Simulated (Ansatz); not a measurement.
# SiC: the cost of one run

Computed with Ansatz 0.2.0 (DFT PBE, scalar-relativistic, plane waves, PAW, unless a step's input says otherwise).

### Step 1. Starting point

It takes space group P6_3mc (No. 186, hexagonal). The conventional cell has a = 3.092 Å, b = 3.092 Å, c = 5.074 Å, α = 90.00°, β = 90.00°, γ = 120.00°. Si (site symmetry 3m) has 4 C at 1.89 to 1.91 Å as nearest neighbours. Around C (site symmetry 3m) lie 4 Si at 1.89 to 1.91 Å.

Structure file:

```xyz
4
Lattice="3.0918 0.0000 0.0000 -1.5459 2.6775 0.0000 0.0000 0.0000 5.0740" Properties=species:S:1:pos:R:3 pbc="T T T"
Si    0.0000    1.7850    0.0232
Si    1.5459    0.8925    2.5602
C     0.0000    1.7850    1.9303
C     1.5459    0.8925    4.4674
```

It is the result of an earlier relaxation at this level (volume 10.50 Å³/atom; gap on the mesh: 2.31 eV).

### Step 2. Optical spectrum

File input.yaml:

```yaml
crystal:
  lattice:
    - [3.0917665531, 0.0, 0.0]
    - [-1.5458832765, 2.6775483776, 0.0]
    - [0.0, 0.0, 5.0740210596]
  atoms:
    - { symbol: Si, position: [0.3333333333, 0.6666666667, 0.0045635119] }
    - { symbol: Si, position: [0.6666666667, 0.3333333333, 0.5045635119] }
    - { symbol: C, position: [0.3333333333, 0.6666666667, 0.3804364881] }
    - { symbol: C, position: [0.6666666667, 0.3333333333, 0.8804364881] }
basis:
  ecutwfc: 420
kpoints:
  mp_grid: { grid: [12, 12, 6] }
hamiltonian:
  xc: pbe
scf:
  occupations: { method: gaussian, width: 0.02 }
  n_extra_bands: 16
output:
  forces: false
  stress: false
  eigenvalues: true
  optics: { e_range: [0, 14], sigma: 0.1, nscf_kmesh: { grid: [18, 18, 9] } }
checkpoint:
  read: start.run
  write: ck
  compress: false
  write_wavefunctions: false
  write_every: 100000
```

Launch:

```bash
> ansatz run input.yaml --threads 1 --pin off --max-ram 2560MiB --backend cpu --events-out ev --progress --plain --runs-dir out
```

**Question.** How long does this run take on 1 thread of Arm Neoverse V2, shared host, and how much memory does it need?

About 71 s, with a peak of 0.84 GiB.
